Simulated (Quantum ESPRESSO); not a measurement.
## N under changes of volume

One of the cells (21.491 Å³/atom); the others are scaled copies at fixed shape and fractional positions:

```
N
1.0
     5.56052    0.00000    0.00000
     0.00000    5.56052    0.00000
     0.00000    0.00000    5.56052
N
8
Cartesian
  0.3192 2.4611 3.0994
  2.4611 3.0994 0.3192
  3.0994 0.3192 2.4611
  5.2414 5.2414 5.2414
  5.2414 3.0994 2.4611
  3.0994 2.4611 5.2414
  2.4611 5.2414 3.0994
  0.3192 0.3192 0.3192
```

| Quantity | Value |
| --- | --- |
| Program | Quantum ESPRESSO 7.5 |
| Functional | PBEsol |
| Potentials or basis | GBRV 1.5 PBEsol |
| Cutoff | 612 eV |
| Density cutoff | 4898 eV |
| k mesh | 5 × 5 × 5 |
| Occupations | fermi-dirac, width 0.05 eV |
| Spin | no spin polarisation |

```tsv
volume (Å³/atom)	energy over the lowest point (meV/atom)	pressure (GPa)	gap on the mesh (eV)	largest force (eV/Å)
20.201	25.68	5.9	7.33	3.694
20.631	12.26	4.0	7.28	2.406
21.061	3.83	2.2	7.23	1.203
21.491	0.00	0.6	7.18	0.080
21.921	?	?	?	?
22.351	4.52	-2.3	7.09	1.947
22.780	12.11	-3.5	7.04	2.863
```

Problem. What does the run at 21.921 Å³/atom give?

Solution. Energy over the lowest point 0.35 meV/atom; pressure -0.9 GPa; gap on the mesh 7.14 eV; largest force 0.969 eV/Å.

Worked out: A Birch-Murnaghan fit of order 3 (a polynomial in V^(-2/3)) to the other rows has its minimum at 21.67 Å³/atom with B0 = V·E''(V) = 75 GPa and B' = 3.7 at fixed shape and positions, which overstates the stiffness. It gives 0.35 meV/atom at 21.921 Å³/atom, against the run's 0.35, and -dE/dV = -0.9 GPa, against -0.9. A straight line through the other rows of the gap, of slope -2.4 eV per unit of ln V, gives 7.13 eV, against the run's 7.14.

Energies are extrapolated to zero smearing.

Caveats: an odd mesh through Γ misses points on the zone boundary, where band edges often lie; forces of over 1 eV/Å show positions far from the minimum, so gaps and moduli don't describe the material at rest (some runs).
